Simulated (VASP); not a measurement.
An input for Ansatz (written as the equivalent of a VASP run, and not itself run):

Ansatz 0.2 input:
```yaml
crystal:
  lattice:
    - [6.3793070, 0.0000000, 0.0000000]
    - [0.0000000, 6.3793070, 0.0000000]
    - [0.0000000, 0.0000000, 6.3793070]
  atoms:
    - { symbol: Cs, position: [0.5000000, 0.5000000, 0.5000000] }
    - { symbol: Pb, position: [0.0000000, 0.0000000, 0.0000000] }
    - { symbol: I, position: [0.0000000, 0.0000000, 0.5000000] }
    - { symbol: I, position: [0.5000000, 0.0000000, 0.0000000] }
    - { symbol: I, position: [0.0000000, 0.5000000, 0.0000000] }
kpoints:
  mp_grid: { grid: [4, 4, 4], shift: [0.5, 0.5, 0.5] }
hamiltonian:
  xc: pbe
  pseudopotentials: { kind: paw }
scf:
  occupations: { method: gaussian, width: 0.02 }
  max_iter: 100
output: { forces: true, stress: true, eigenvalues: true }
```

Q: Write the VASP files for the same calculation (PBE).

A: One answer among several that fit: 
### POSCAR
```
CsPbI3
1
    6.3793070000     0.0000000000     0.0000000000
    0.0000000000     6.3793070000     0.0000000000
    0.0000000000     0.0000000000     6.3793070000
Cs Pb I
1 1 3
Direct
  0.5000000000   0.5000000000   0.5000000000
  0.0000000000   0.0000000000   0.0000000000
  0.0000000000   0.0000000000   0.5000000000
  0.5000000000   0.0000000000   0.0000000000
  0.0000000000   0.5000000000   0.0000000000
```

### KPOINTS
```
Automatic mesh
0
G
  4 4 4
0.5 0.5 0.5
```

### INCAR
```
ENCUT = 300
ISIF = 2
NELM = 100   # most electronic steps
PREC = Accurate
ISMEAR = 0   # Gaussian
GGA = PE   # PBE
SYSTEM = CsPbI3
LASPH = .TRUE.
SIGMA = 0.02   # width (eV)
LWAVE = .FALSE.
ALGO = Normal   # blocked Davidson
EDIFF = 1E-6
LREAL = .FALSE.   # projection in real space or not
LCHARG = .FALSE.
LMAXMIX = 4   # l cut-off of mixed one-centre charges
```

POTCAR, in this order: Cs_sv Pb_d I (PBE.64 set). Program: vasp_std.

The two are equivalent in intent, not identical: each code has its own PAW files, so the cut-off isn't converted (ENCUT is set for VASP's; basis.ecutwfc is left out, and Ansatz then takes the one that its files recommend); Ansatz stops its SCF on the density residual and VASP on the energy change (EDIFF).

The structure comes from a computed database's CsPbI3 entry; how it stands against other phases isn't given here. The cell was not relaxed at this level.
